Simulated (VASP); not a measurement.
Crystal: SnSe2.

```
Sn Se
1.0
     3.81100    0.00000    0.00000
    -1.90550    3.30042    0.00000
     0.00000    0.00000    6.13600
Sn Se
1 2
Cartesian
  0.0000 0.0000 0.0000
  1.9055 1.1001 4.6081
  0.0000 2.2003 1.5279
```

| Property | Result |
| --- | --- |
| Program | VASP 6.6.1 |
| Task | relaxation of cell and atoms |
| Functional | vdW-DF2 |
| Potentials or basis | VASP PAW PBE potentials, release 64 (Sn_d, Se) |
| Cutoff | 600 eV |
| k mesh | 8 × 8 × 5 |
| Occupations | fermi-dirac, width 0.05 eV |
| Spin | no spin polarisation |

At the start: pressure 11.7 GPa; volume 25.73 Å³/atom.

Q: How do energy, volume and symmetry change on relaxing?

A: Over 14 steps the energy falls by 153.2 meV/atom and the volume is 29.79 Å³/atom (+15.8 %); space group P-3m1 (No. 164, to 0.05 Å).

The path:
```
step  energy change (eV)  largest force (eV/Å)  pressure (GPa)  volume (Å³)
   1              0.0000                1.5094           11.66        77.18
   2             -0.2939                0.6807           -3.92       100.03
   3             -0.4547                0.0852            0.03        89.98
   4             -0.4547                0.0631            0.19        89.71
   5             -0.4577                0.0082            0.12        89.92
   6             -0.4587                0.0427            0.09        90.11
   7             -0.4587                0.0470            0.09        90.12
   8             -0.4589                0.0198           -0.08        90.36
   9             -0.4589                0.0194           -0.07        90.36
  10             -0.4590                0.0193           -0.04        90.26
  11             -0.4594                0.0159           -0.05        89.95
  12             -0.4597                0.0150            0.12        89.32
  13             -0.4597                0.0049            0.05        89.35
  14             -0.4597                0.0039            0.01        89.37
```

Final structure:
```
Sn Se
1.0
     4.04836    0.00000    0.00000
    -2.02418    3.50598    0.00000
     0.00000    0.00000    6.29648
Sn Se
1 2
Direct
  0.00000 0.00000 0.00000
  0.66667 0.33333 0.74110
  0.33333 0.66667 0.25890
```

Caveat: the volume moved by over 15 % at a fixed basis, so the end points are rough; the PAW data sets were made with another functional, which shifts forces and pressure a little; the volume moved by +16 % from the deposited cell, more than functionals usually miss.
